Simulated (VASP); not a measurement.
# Hf: nudged elastic band

Hf, defect, 17 atoms in the cell. PBE, nudged elastic band; PAW potentials Hf_pv (PBE set).

Path: a Hf atom hops into a neighbouring Hf vacancy; Moving images: 1.

## Input

INCAR.step1:
```
SYSTEM = Hf
ALGO = Normal ; EDIFF = 1E-6
EDIFFG = -0.02 ; ENCUT = 250
IBRION = 2 ; ISIF = 2
ISMEAR = 1 ; KPAR = 8
LASPH = .True. ; LCHARG = .False.
LREAL = .False. ; LWAVE = .False.
NELM = 100 ; NSW = 100
POTIM = 0.5 ; PREC = Normal
SIGMA = 0.1
```

INCAR.step3, as INCAR.step1 but for:
```
- EDIFFG = -0.02
- IBRION = 2
- ISIF = 2
- POTIM = 0.5
+ EDIFFG = -0.05
+ IBRION = 1
+ IMAGES = 1
+ POTIM = 0.3
+ SPRING = -5
```

KPOINTS:
```
k-points
0
Gamma
  5 5 2
```

00/POSCAR:
```
Hf
1.0
    4.9623295440      0.0000000000      0.0000000000
   -4.9623295440      8.5950068940      0.0000000000
    0.0000000000      0.0000000000      9.2586967500
Hf
17
Direct
    0.0000000000      0.0000000000      0.3298199597
    0.0000000000      0.0000000000      0.6701800403
    0.0000000000      0.5000000000      0.0000000000
    0.0000000000      0.5000000000      0.3336091209
    0.0000000000      0.5000000000      0.6663908791
    0.3330830804      0.3330830805      0.1680666533
    0.3317642055      0.3317642056      0.5000000000
    0.3330830804      0.3330830805      0.8319333467
    0.3311880148      0.8311880149      0.1685064890
    0.3339489340      0.8339489341      0.5000000000
    0.3311880148      0.8311880149      0.8314935110
    0.6688119852      0.1688119851      0.1685064890
    0.6660510660      0.1660510659      0.5000000000
    0.6688119852      0.1688119851      0.8314935110
    0.6669169196      0.6669169195      0.1680666533
    0.6682357945      0.6682357944      0.5000000000
    0.6669169196      0.6669169195      0.8319333467
```

01/POSCAR:
```
Hf
1.0
    4.9623295440      0.0000000000      0.0000000000
   -4.9623295440      8.5950068940      0.0000000000
    0.0000000000      0.0000000000      9.2586967500
Hf
17
Direct
    0.0000000000      0.0000000000      0.1764706259
    0.0000000000      0.0000000000      0.6764705506
    0.0000000000      0.5000000000      0.0096660162
    0.0000000000      0.5000000000      0.3432751486
    0.0000000000      0.5000000000      0.6764705998
    0.3330830705      0.3330830706      0.1764706337
    0.3324236330      0.3324236331      0.5105038694
    0.3324235978      0.3324235979      0.8424372616
    0.3311880614      0.8311880615      0.1764706047
    0.3325685211      0.8325685212      0.5107238163
    0.3325685484      0.8325685485      0.8422173437
    0.6688119386      0.1688119385      0.1764706047
    0.6674314789      0.1674314788      0.5107238163
    0.6674314516      0.1674314515      0.8422173437
    0.6669169295      0.6669169294      0.1764706337
    0.6675763670      0.6675763669      0.5105038694
    0.6675764022      0.6675764021      0.8424372616
```

02/POSCAR:
```
Hf
1.0
    4.9623295440      0.0000000000      0.0000000000
   -4.9623295440      8.5950068940      0.0000000000
    0.0000000000      0.0000000000      9.2586967500
Hf
17
Direct
    0.0000000000      0.0000000000      0.0231212921
    0.0000000000      0.0000000000      0.6827610609
    0.0000000000      0.5000000000      0.0193320324
    0.0000000000      0.5000000000      0.3529411764
    0.0000000000      0.5000000000      0.6865503205
    0.3330830606      0.3330830607      0.1848746142
    0.3330830606      0.3330830607      0.5210077388
    0.3317641152      0.3317641153      0.8529411764
    0.3311881081      0.8311881082      0.1844347204
    0.3311881081      0.8311881082      0.5214476326
    0.3339490821      0.8339490822      0.8529411764
    0.6688118919      0.1688118918      0.1844347204
    0.6688118919      0.1688118918      0.5214476326
    0.6660509179      0.1660509178      0.8529411764
    0.6669169394      0.6669169393      0.1848746142
    0.6669169394      0.6669169393      0.5210077388
    0.6682358848      0.6682358847      0.8529411764
```

POSCAR.step1:
```
Hf
1.0
    4.9623295440      0.0000000000      0.0000000000
   -4.9623295440      8.5950068940      0.0000000000
    0.0000000000      0.0000000000      9.2586967500
Hf
17
Direct
    0.0000000000      0.0000000000      0.3333333333
    0.0000000000      0.0000000000      0.6666666667
    0.0000000000      0.5000000000      0.0000000000
    0.0000000000      0.5000000000      0.3333333333
    0.0000000000      0.5000000000      0.6666666667
    0.3333333333      0.3333333334      0.1666666667
    0.3333333333      0.3333333334      0.5000000000
    0.3333333333      0.3333333334      0.8333333333
    0.3333333333      0.8333333334      0.1666666667
    0.3333333333      0.8333333334      0.5000000000
    0.3333333333      0.8333333334      0.8333333333
    0.6666666667      0.1666666666      0.1666666667
    0.6666666667      0.1666666666      0.5000000000
    0.6666666667      0.1666666666      0.8333333333
    0.6666666667      0.6666666666      0.1666666667
    0.6666666667      0.6666666666      0.5000000000
    0.6666666667      0.6666666666      0.8333333333
```

POSCAR.step2:
```
Hf
1.0
    4.9623295440      0.0000000000      0.0000000000
   -4.9623295440      8.5950068940      0.0000000000
    0.0000000000      0.0000000000      9.2586967500
Hf
17
Direct
    0.0000000000      0.0000000000      0.0000000000
    0.0000000000      0.0000000000      0.6666666667
    0.0000000000      0.5000000000      0.0000000000
    0.0000000000      0.5000000000      0.3333333333
    0.0000000000      0.5000000000      0.6666666667
    0.3333333333      0.3333333334      0.1666666667
    0.3333333333      0.3333333334      0.5000000000
    0.3333333333      0.3333333334      0.8333333333
    0.3333333333      0.8333333334      0.1666666667
    0.3333333333      0.8333333334      0.5000000000
    0.3333333333      0.8333333334      0.8333333333
    0.6666666667      0.1666666666      0.1666666667
    0.6666666667      0.1666666666      0.5000000000
    0.6666666667      0.1666666666      0.8333333333
    0.6666666667      0.6666666666      0.1666666667
    0.6666666667      0.6666666666      0.5000000000
    0.6666666667      0.6666666666      0.8333333333
```

Commands (each step's output is kept before the next begins):
```
cat potpaw_PBE.64/Hf_pv/POTCAR > POTCAR
cp INCAR.step1 INCAR
cp POSCAR.step1 POSCAR
mpirun -np 8 vasp_std > vasp.out
cp POSCAR.step2 POSCAR
mpirun -np 8 vasp_std > vasp.out
# 00 and 02 hold the relaxed ends, the second shifted as a whole so that the mean position stays; the images between are interpolated (pair-distance (IDPP))
cp INCAR.step3 INCAR
mpirun -np 8 vasp_std > vasp.out
```

## Result

- Barrier (eV): 1.177
- Barrier of the reverse step (eV): 1.177
- Energy of the second end over the first (eV): 0.000
- Top of the path (share of its length): 0.50
- Length of the path (Å): 2.95
- Steps of the band: 5
- Ionic steps, all stages: 19
- Electronic steps, all stages: 182

Energy along the relaxed band:

| Image | Distance along the path (Å) | Energy above the first end (eV) | Slope along the path (eV/Å) | Largest force across the path (eV/Å) |
|---|---|---|---|---|
| 0 | 0.000 | 0.000 | relaxed end |  |
| 1 | 1.475 | 1.176 | -0.000 | 0.033 |
| 2 | 2.950 | -0.000 | relaxed end |  |

The cell is Hf (18 atoms) with one Hf atom missing.

The two ends have the same energy within 0.01 eV.

Limits: the cell holds 17 atoms, so the vacancy or interstitial meets its own images and the barrier isn't that of a lone defect; the atom stays on the straight, symmetric line between the sites, so the barrier is an upper bound: a way around it wasn't tried; a single image in the middle can't show two humps with a dip between them, and says nothing of the springs.

VASP 6.6.1 took 720 s on 8 cores (Intel Xeon Platinum 8259CL @ 2.50GHz (Skylake/Cascade Lake)), a shared host.
